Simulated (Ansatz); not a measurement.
Space group R-3m:H (No. 166). a = 4.042 Å, b = 4.042 Å, c = 6.222 Å, α = 90.00°, β = 90.00°, γ = 120.00°
| atom | site | symmetry | x | y | z |
| --- | --- | --- | --- | --- | --- |
| Hg | 3a | -3m | 0.0000 | 0.0000 | 0.0000 |

Equation of state of this Hg structure (not necessarily the ground state), with shape and atoms relaxed at each volume where symmetry leaves them free. It has no gap at any of these volumes. These are results of Ansatz 0.2.0, DFT PBE, scalar-relativistic, plane waves, PAW, not measurements.

Cutoff 420 eV; k points 15×15×15 on the computed 1-atom cell (Γ-centred); Gaussian smearing, width 0.10 eV; no spin polarisation.

```csv
V (Å³/atom),E − E(largest V) (meV/atom),P (GPa)
25.822,14.74,1.82
26.702,7.47,1.36
27.583,0.65,1.08
28.463,-4.07,0.50
29.343,-5.46,-0.01
30.224,-4.11,-0.39
31.104,-1.32,-0.63
32.278,0.00,-0.71
```

**Question.** Does one Birch–Murnaghan curve describe these points?

**Answer.** Not well: the fit leaves 0.90 meV/atom rms, which suggests a change of structure or state along the series.

Spin-orbit coupling is left out, which matters for the bands of heavy elements.